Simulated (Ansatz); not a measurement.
## Relaxation of Ti

Computed with DFT PBEsol, scalar-relativistic, plane waves, PAW (Ansatz). Settings: 420 eV cutoff, 18×18×14 k-mesh, Gaussian smearing of 0.10 eV, no spin polarisation.

What was changed: uniaxial strain along a, with b, c and atoms relaxed: -2.0 %.

Command:

```bash
ansatz run input.yaml --threads 1 --pin off --max-ram 2560MiB --backend cpu --events-out ev --progress --plain --runs-dir out
```

Input:

```yaml
crystal:
  lattice:
    - [1.9873627284, 1.9873627284, 0.0]
    - [-2.0380607572, 2.0380607572, 0.0]
    - [0.0, 0.0, 4.0761215144]
  atoms:
    - { symbol: Ti, position: [0.0, 0.0, 0.0] }
    - { symbol: Ti, position: [0.5, 0.5, 0.5] }
basis:
  ecutwfc: 420
kpoints:
  mp_grid: { grid: [18, 18, 14] }
hamiltonian:
  xc: pbesol
scf:
  occupations: { method: gaussian, width: 0.1 }
output:
  forces: true
  stress: true
  eigenvalues: true
relax:
  adjacent_minimum: "off"
  f_tol: 0.008
  max_steps: 40
  cell: { stress_tol: 0.015, fix: [a, angles] }
```

F is the free energy. Steps run on the plane waves of an earlier cell, but the last one, and at times one on the way, on a freshly chosen basis, so a repeated geometry can differ a little in energy. The held parts of the cell keep their stress, so P needn't end at zero.

Steps:

```
step F − F(1) (eV) largest force component (eV/Å) V (Å³/atom) P (GPa)
   1         0.0000                           0.000       16.510     1.21
   2        -0.0008                           0.000       16.588     0.64
   3        -0.0010                           0.000       16.564     0.81
   4        -0.0010                           0.000       16.579     0.70
   5        -0.0010                           0.000       16.579     0.70
```

Relaxed structure:

```yaml
crystal:
  lattice:
    - [1.98736, 1.98736, 0.00000]
    - [-2.02367, 2.02367, 0.00000]
    - [0.00000, 0.00000, 4.12234]
  atoms:
    - { symbol: Ti, position: [0.00000, 0.00000, 0.00000] }
    - { symbol: Ti, position: [0.50000, 0.50000, 0.50000] }
```

The structure is orthorhombic, space group Immm (No. 71). The conventional cell has a = 2.811 Å, b = 2.862 Å, c = 4.122 Å, α = 90.00°, β = 90.00°, γ = 90.00°. Ti (site symmetry mmm) has 12 Ti at 2.81 to 2.88 Å as nearest neighbours.

The run converged. Time: 65 s on 1 thread of Intel(R) Xeon(R) 6975P-C (Granite Rapids) (shared host), peak memory 0.73 GiB.